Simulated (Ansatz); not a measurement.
InSe/InSe (GaSe type bilayer), computed twice by G0W0.

The cell holds 8 atoms: 4 In and 4 Se. Cell: a = 3.957 Å, b = 3.957 Å, c = 50.100 Å, α = 90.0°, β = 90.0°, γ = 120.0°. It derives from In1Se1. Regions: layer 1 (InSe), 4 atoms (2 In and 2 Se); layer 2 (InSe), 4 atoms (2 In and 2 Se). Vacuum lies along c.

```xyz
8
Lattice="3.9572 0.0000 0.0000 -1.9786 3.4270 0.0000 0.0000 0.0000 50.1000" Properties=species:S:1:pos:R:3
In    0.0000    2.2847   22.3811
In    0.0000    2.2847   19.6287
Se    1.9786    1.1423   23.6733
Se    1.9786    1.1423   18.3326
In    0.0000    0.0000   30.4712
In    0.0000    0.0000   27.7190
Se    0.0000    2.2847   31.7674
Se    0.0000    2.2847   26.4285
```

The structure was relaxed with PBEsol-D3(BJ). The runs that relaxed it are not among those shown.

The first (Ansatz 0.2.0; start PBEsol, 6×6×1 mesh, 1103 empty bands, screening to 80 eV, PAW set soft_1 files; 1 × NVIDIA H100 80GB HBM3 (shared by 6 runs) with 2 threads of AMD EPYC 7R13 (Zen 3), shared host) gave, on its mesh: starting gap 1.17 eV, G0W0 gap 2.09 eV, mean of 1 + 4πα/V (set by the cell height) 2.78, 2 min.

Question: The second changes empty bands from 1103 to 450 and screening cutoff (eV) from 80.0 to 44. What does it give?

It gave: starting gap 1.17 eV, G0W0 gap 2.05 eV, mean of 1 + 4πα/V (set by the cell height) 2.81, 42 s. The G0W0 gap moves by −0.04 eV, +0.00 eV from the start and −0.04 eV from the correction.

Limits: not at the basis limit; coarse mesh for a sheet; no spin-orbit coupling.

[Paths, hosts, dates, memory and timing lines, banners, echoed tables and standing remarks are left out of the program output.]

[Logs are printed without paths, hosts, clocks, repeated set-up lines and the standing remarks that a program may print on its own settings, such as how far it seeks lower states.]

[Runs of the session that timed out or met a known fault of the program may be left out.]

[Cells called generated may have been cut or substituted from an entry of the Crystallography Open Database or the Materials Project.]

[Hosts, paths, dates, database ids (printed as entryN), source tags and the programs' standing remarks are cut or masked in the printed files.]
